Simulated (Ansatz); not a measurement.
**NaI (rocksalt type): how the settings move a single-point run**

Question: which choices in the input matter for NaI (rocksalt type)?

Method: reference: DFT, PBE, all-electron LAPW, scalar-relativistic, in Ansatz 0.2.0.

**1. The starting structure**

It takes space group R-3m (No. 166, trigonal). The conventional cell has a = 4.582 Å, b = 4.582 Å, c = 11.477 Å, α = 90.00°, β = 90.00°, γ = 120.00°. Around Na (site symmetry -3m) lie 6 I at 3.26 Å. I (site symmetry -3m) is surrounded by 6 Na at 3.26 Å.

Coordinates:

```
Na I
1.0
     0.04896    3.28872    3.28872
     3.28872    0.04896    3.28872
     3.28872    3.28872    0.04896
Na I
1 1
Cartesian
  0.0000 0.0000 0.0000
  3.3132 3.3132 3.3132
```

**2. The reference run**

input.yaml

```yaml
crystal:
  lattice:
    - [0.0489635843, 3.2887207471, 3.2887207471]
    - [3.2887207471, 0.0489635843, 3.2887207471]
    - [3.2887207471, 3.2887207471, 0.0489635843]
  atoms:
    - { symbol: Na, position: [0.0, 0.0, 0.0] }
    - { symbol: I, position: [0.5, 0.5, 0.5] }
kpoints:
  mp_grid: { grid: [11, 11, 11] }
scf:
  occupations: { method: fermi_dirac, width: 0.08 }
hamiltonian:
  xc: pbe
  pseudopotentials: { kind: all_electron, lapw: { basis_error: 0.0005 } }
output:
  forces: true
  stress: true
  eigenvalues: true
```

Run with:

```console
ansatz run input.yaml --threads 1 --pin off --max-ram 2048MiB --backend cpu --events-out ev --progress --plain --runs-dir out
```

**3. Variant: preconditioner kerker_dos, lower_state_search standard**

Edit input.yaml of step 2 so:

```diff
@@ -12,2 +12,4 @@
   occupations: { method: fermi_dirac, width: 0.08 }
+  mixing: { preconditioner: kerker_dos }
+  lower_state_search: standard
 hamiltonian:
```

Before running it: what results should come out? Wanted: for each run, ending; energy change; pressure; gap; force.

**Answer**, as computed:

```tsv
run	ending	energy change	pressure (GPa)	gap (eV)	force (eV/Å)	cycles	time
reference	converged	0	0.0	3.54	0.00	7	18 s
1: preconditioner kerker_dos, lower_state_search standard	converged	0.0 meV/atom	0.0	3.54	0.00	7	18 s
```

Residual by cycle in the longest SCF loop of each run; runs are numbered as in the table. The quantity is the density residual dr2, in eV.

```tsv
cycle	reference	run 1
1	0.207	0.207
2	0.0179	0.0179
3	0.00243	0.00243
4	5.0e-5	5.0e-5
5	1.9e-6	1.9e-6
6	1.2e-8	1.2e-8
7	1.6e-9	1.6e-9
```

The changed input (mixing and search for lower states) leaves the energy the same to the digits printed. The gap of the reference lacks spin-orbit coupling, though the cell holds I.

The gaps are Kohn-Sham values of a semilocal functional, not quasiparticle or optical gaps. Such gaps usually fall short of the measured ones; spin-orbit coupling, left out here, narrows gaps with I, so the two errors partly cancel.
